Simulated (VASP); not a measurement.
# ThCo5: a series over U, part 4 of 4

What does DFT+U do to ThCo5? The start is a cell from a database of measured crystal structures.

VASP 6.6.1, plane waves and PAW; the level of theory is named at each step.

So far, largest spin moment in the PAW sphere (μB): step 2 (series over U, start order fm, U 0, LDA) 0.94; step 3 (series over U, start order AFM, U 0, LDA) 0.573; step 4 (series over U, start order fm, U 1, LDA, DFT+U) 1.49; step 8 (series over U, start order fm, U 4, LDA, DFT+U) 1.61; step 10 (series over U, start order fm, U 5, LDA, DFT+U) 1.75.

### 11. Series over U, start order AFM, U 5

This step: LDA, DFT+U (Co d 5 eV), spin-polarised from a ferrimagnetic start; plane waves and PAW (Th, Co) (VASP 6.6.1).

INCAR

```
SYSTEM = ThCo5
PREC = Accurate
ENCUT = 350
EDIFF = 1E-06
NELM = 150
ISMEAR = 1
SIGMA = 0.1
LREAL = .FALSE.
ALGO = Normal
GGA = CA
NBANDS = 45
ISPIN = 2
MAGMOM = 0 2 -2 2 -2 2
LDAU = .TRUE.
LDAUTYPE = 2
LDAUL = -1 2
LDAUU = 0 5
LDAUJ = 0 0
LDAUPRINT = 1
LASPH = .TRUE.
LMAXMIX = 6
AMIX = 0.2
BMIX = 1E-04
AMIX_MAG = 0.8
BMIX_MAG = 1E-04
LORBIT = 11
LWAVE = .FALSE.
LCHARG = .FALSE.
KPAR = 2
NEDOS = 1200
```

POSCAR

```
ThCo5
1.0
    4.9990000000      0.0000000000      0.0000000000
   -2.4995000000      4.3292609935      0.0000000000
    0.0000000000      0.0000000000      4.0015000000
Th Co
1 5
Direct
    0.0000000000      0.0000000000      0.0000000000
    0.6666666667      0.3333333333      0.0000000000
    0.3333333333      0.6666666667      0.0000000000
    0.0000000000      0.5000000000      0.5000000000
    0.5000000000      0.5000000000      0.5000000000
    0.5000000000      0.0000000000      0.5000000000
```

KPOINTS

```
Automatic mesh
0
Gamma
4 4 4
0 0 0
```

Potentials, in the order of the species: Th and Co (LDA family, release 64).

Launch:

```console
mpirun -np 2 vasp_std
```

Log:

```text
[... set-up lines as in an earlier step ...]
 entering main loop
       N       E                     dE             d eps       ncg     rms          rms(c)
DAV:   1     0.420209344625E+03    0.42021E+03   -0.18548E+04  3780   0.116E+03
DAV:   2     0.160659631056E+02   -0.40414E+03   -0.38103E+03  3822   0.296E+02
DAV:   3    -0.299642734993E+02   -0.46030E+02   -0.43087E+02  4128   0.121E+02
DAV:   4    -0.324618192663E+02   -0.24975E+01   -0.24721E+01  5385   0.254E+01
[...]
DAV:   8    -0.277788538083E+02    0.31021E+01   -0.11110E+01  4808   0.439E+01    0.240E+01
DAV:   9    -0.282702797456E+02   -0.49143E+00   -0.54446E+00  5860   0.307E+01    0.251E+01
DAV:  10    -0.282471397786E+02    0.23140E-01   -0.42375E+00  5861   0.211E+01    0.153E+01
[... 130 further cycles ...]
DAV: 141    -0.293285232166E+02   -0.70566E-02   -0.75360E-02  6201   0.184E+00    0.208E-01
DAV: 142    -0.293264205462E+02    0.21027E-02   -0.75941E-03  5766   0.572E-01    0.147E-01
DAV: 143    -0.293260384688E+02    0.38208E-03   -0.51149E-04  5345   0.123E-01    0.137E-01
DAV: 144    -0.293219914422E+02    0.40470E-02   -0.25766E-02  6177   0.988E-01    0.162E-01
[...]
DAV: 148    -0.293193584608E+02    0.21771E-03   -0.55839E-05  5417   0.745E-02    0.177E-01
DAV: 149    -0.293189681412E+02    0.39032E-03   -0.16154E-04  6654   0.815E-02    0.181E-01
DAV: 150    -0.293200683687E+02   -0.11002E-02   -0.12040E-03  6010   0.224E-01
 [... a notice as in an earlier step ...]

   1 F= -.29320068E+02 E0= -.29320787E+02  d E =0.215533E-02  mag=     1.7682
```

Elapsed: 17 min, on 2 MPI ranks of AMD EPYC 7571, shared host; peak memory 0.36 GiB.

OUTCAR, selected parts (step 11):

```text
atom =   2  type =  2  l = 2

 onsite density matrix

spin component  1

  0.9126  0.0000 -0.0155  0.0000 -0.0005
  0.0000  0.9019  0.0000 -0.0044  0.0000
 -0.0155  0.0000  0.9040  0.0000  0.0090
  0.0000 -0.0044  0.0000  0.9070  0.0000
 -0.0005  0.0000  0.0090  0.0000  0.9120

spin component  2

  0.4256  0.0000  0.2749  0.0000  0.2552
  0.0000  0.6916  0.0000  0.2163  0.0000
  0.2749  0.0000  0.6269  0.0000 -0.1587
  0.0000  0.2163  0.0000  0.4419  0.0000
  0.2552  0.0000 -0.1587  0.0000  0.7203

 occupancies and eigenvectors

  o =  0.0904  v =  0.0000  0.0000  0.0000  0.0000  0.0000  0.7453 -0.0000 -0.5092  0.0000 -0.4303      0.0000  0.0000  0.0000  0.0000  0.0000  0.0000  0.0000  0.0000  0.0000  0.0000
  o =  0.3170  v =  0.0000  0.0000  0.0000  0.0000  0.0000  0.0000  0.5000 -0.0000 -0.8660 -0.0000      0.0000  0.0000  0.0000  0.0000  0.0000  0.0000  0.0000  0.0000  0.0000  0.0000
  o =  0.8147  v =  0.0000  0.0000  0.0000  0.0000  0.0000 -0.4410 -0.0000 -0.8606 -0.0000  0.2546      0.0000  0.0000  0.0000  0.0000  0.0000  0.0000  0.0000  0.0000  0.0000  0.0000
  o =  0.8165  v =  0.0000  0.0000  0.0000  0.0000  0.0000 -0.0000  0.8660 -0.0000  0.5000  0.0000      0.0000  0.0000  0.0000  0.0000  0.0000  0.0000  0.0000  0.0000  0.0000  0.0000
  o =  0.8677  v =  0.0000  0.0000  0.0000  0.0000  0.0000  0.5000  0.0000 -0.0000  0.0000  0.8660      0.0000  0.0000  0.0000  0.0000  0.0000  0.0000  0.0000  0.0000  0.0000  0.0000
  o =  0.8900  v = -0.5342  0.0000 -0.7871  0.0000  0.3084  0.0000  0.0000  0.0000  0.0000  0.0000      0.0000  0.0000  0.0000  0.0000  0.0000  0.0000  0.0000  0.0000  0.0000  0.0000
  o =  0.8993  v = -0.0000  0.8660 -0.0000  0.5000 -0.0000  0.0000  0.0000  0.0000  0.0000  0.0000      0.0000  0.0000  0.0000  0.0000  0.0000  0.0000  0.0000  0.0000  0.0000  0.0000
  o =  0.9095  v = -0.0000  0.5000 -0.0000 -0.8660 -0.0000  0.0000  0.0000  0.0000  0.0000  0.0000      0.0000  0.0000  0.0000  0.0000  0.0000  0.0000  0.0000  0.0000  0.0000  0.0000
  o =  0.9118  v =  0.5000  0.0000 -0.0000 -0.0000  0.8660  0.0000  0.0000  0.0000  0.0000  0.0000      0.0000  0.0000  0.0000  0.0000  0.0000  0.0000  0.0000  0.0000  0.0000  0.0000
  o =  0.9269  v = -0.6817  0.0000  0.6168 -0.0000  0.3936  0.0000  0.0000  0.0000  0.0000  0.0000      0.0000  0.0000  0.0000  0.0000  0.0000  0.0000  0.0000  0.0000  0.0000  0.0000

atom =   3  type =  2  l = 2

 onsite density matrix

spin component  1

  0.4961  0.0000 -0.2979  0.0000  0.2184
  0.0000  0.3069  0.0000 -0.3114  0.0000
 -0.2979  0.0000  0.6330  0.0000  0.1720
  0.0000 -0.3114  0.0000  0.6664  0.0000
  0.2184  0.0000  0.1720  0.0000  0.7483

spin component  2

  0.9225  0.0000  0.0043  0.0000 -0.0074
  0.0000  0.9079  0.0000  0.0149  0.0000
  0.0043  0.0000  0.9180  0.0000 -0.0025
  0.0000  0.0149  0.0000  0.8907  0.0000
 -0.0074  0.0000 -0.0025  0.0000  0.9140

[...]
o =  0.9215  v = -0.9592 -0.0000  0.1605 -0.0000  0.2327  0.0000  0.0000  0.0000  0.0000  0.0000      0.0000  0.0000  0.0000  0.0000  0.0000  0.0000  0.0000  0.0000  0.0000  0.0000
  o =  0.9238  v =  0.2806 -0.0000  0.6392 -0.0000  0.7160  0.0000  0.0000  0.0000  0.0000  0.0000      0.0000  0.0000  0.0000  0.0000  0.0000  0.0000  0.0000  0.0000  0.0000  0.0000
  o =  0.9293  v = -0.0000 -0.8590 -0.0000 -0.5119 -0.0000  0.0000  0.0000  0.0000  0.0000  0.0000      0.0000  0.0000  0.0000  0.0000  0.0000  0.0000  0.0000  0.0000  0.0000  0.0000

 spin component 1
 k-point     1 :       0.0000    0.0000    0.0000
  band No.  band energies     occupation
    ...
     25       7.5101      1.00000
     26       8.1468      1.00000
     27       8.2114      1.00000
     28       8.3201      1.00000
     29       8.6289      1.00002
     30       9.9133     -0.00000
     31       9.9419     -0.00000
     32      10.1517     -0.00000
     33      10.1919     -0.00000
     34      10.4542     -0.00000
    ...

 k-point     2 :       0.2500   -0.0000    0.0000
  band No.  band energies     occupation
    ...
     25       7.5467      1.00000
     26       7.7876      1.00000
     27       8.0918      1.00000
     28       8.1115      1.00000
     29       8.8551      1.02589
     30       9.1894     -0.00234
     31       9.6195     -0.00000
     32       9.9294     -0.00000
     33      10.5518     -0.00000
     34      10.7475     -0.00000
    ...

  Total       -1.3333856     -2.9026751     -3.6990267     -1.3590445      0.0000000      0.0000000
  in kB      -24.6687204    -53.7018541    -68.4350073    -25.1434314      0.0000000      0.0000000
  external PRESSURE =     -48.9351939 kB  Pullay stress =       0.0000000 kB

 POSITION                                       TOTAL-FORCE (eV/Angst)
 -----------------------------------------------------------------------------------
      0.00000      0.00000      0.00000        -0.657760      0.379758      0.000000
      2.49950      1.44309      0.00000         0.476968     -0.275378      0.000000
     -0.00000      2.88617      0.00000         0.629486     -0.363434      0.000000
     -1.24975      2.16463      2.00075        -0.177027     -0.188797      0.000000
      1.24975      2.16463      2.00075        -0.346657      0.200142      0.000000
      2.49950      0.00000      2.00075         0.074989      0.247708      0.000000
 -----------------------------------------------------------------------------------
    total drift:                                0.006381     -0.003684     -0.000000

  FREE ENERGIE OF THE ION-ELECTRON SYSTEM (eV)
  ---------------------------------------------------
  free  energy   TOTEN  =       -29.3200683687 eV

  energy  without entropy=      -29.3222236997  energy(sigma->0) =      -29.32078681

 magnetization (x)
# of ion       s       p       d       f       tot
--------------------------------------------------
    1       -0.000  -0.012  -0.027  -0.033  -0.072
    2        0.003   0.008   1.625   0.000   1.636
    3       -0.024  -0.035  -1.702   0.000  -1.760
    4        0.010  -0.006   1.805   0.000   1.809
    5       -0.025   0.016  -1.571   0.000  -1.580
    6        0.010  -0.006   1.805   0.000   1.809
--------------------------------------------------
tot         -0.026  -0.034   1.935  -0.033   1.842

[... 8 parts as in an earlier step ...]

[... 16 further parts left out ...]
[key lines of the parts left out:]
E-fermi :   8.9558
```

The electronic loop did not meet EDIFF within NELM cycles, so this run is left out of the comparison.

### 12. Summary

This step: DFT+U series, LDA; plane waves and PAW (VASP 6.6.1).

This step runs nothing: it gathers the runs above.

Energies at different U are not comparable. U series, by row:

| U (eV) | J (eV) | LDAUTYPE | start | energy (eV/atom) | mean moment (μB) | gap on the mesh (eV) | pressure (GPa) |
| --- | --- | --- | --- | --- | --- | --- | --- |
| 0 | 0 | - | fm | -8.211 | 0.9352 | 0 | -18.59 |
| 0 | 0 | - | afm | -8.182 | 0.23 | 0 | -20.86 |
| 1 | 0 | 2 | fm | -7.482 | 1.44 | 0 | -15.72 |
| 1 | 0 | 2 | afm | -7.39 | 0.6822 | 0 | -20.6 |
| 3 | 0 | 2 | fm | -6.09 | 1.539 | 0 | -14.52 |
| 4 | 0.9 | 4 | fm | -5.989 | 1.499 | 0 | -15.45 |
| 4 | 0.9 | 4 | afm | -5.906 | 1.47 | 0 | -12.65 |
| 5 | 0 | 2 | fm | -4.915 | 1.659 | 0 | -9.648 |

### 13. What came out

```
U = 0 eV, J = 0 eV, fm start    : mean size of the moments 0.94 μB
U = 0 eV, J = 0 eV, afm start   : mean size of the moments 0.23 μB
U = 1 eV, J = 0 eV, fm start    : mean size of the moments 1.44 μB
U = 1 eV, J = 0 eV, afm start   : mean size of the moments 0.68 μB
U = 3 eV, J = 0 eV, fm start    : mean size of the moments 1.54 μB
U = 4 eV, J = 0.9 eV, fm start  : mean size of the moments 1.50 μB
U = 4 eV, J = 0.9 eV, afm start : mean size of the moments 1.47 μB
U = 5 eV, J = 0 eV, fm start    : mean size of the moments 1.66 μB
```

**Reading.** For the ferromagnetic start without J, from U = 0 to 5 eV the mean moment goes from 0.94 to 1.66 μB, the cell stays metallic, and the pressure goes from -18.6 to -9.6 GPa. A jump between neighbouring rows can also mean that the runs ended in different spin or orbital states. U acts inside the PAW spheres, so the same number means something else in a code with other projectors.

[Lines on the potential files, build, host, timing and source positions are cut from VASP's logs without a mark.]

[Logs are printed without paths, hosts, clocks, repeated set-up lines and the standing remarks that a program may print on its own settings, such as how far it seeks lower states.]

[Hosts, paths, dates, database ids (printed as entryN), source tags and the programs' standing remarks are cut or masked in the printed files.]

[In band tables of VASP the shares of atoms and orbitals are scaled to a sum of 1 inside the atoms' spheres.]

[Runs that stopped without an error message from VASP are left out.]
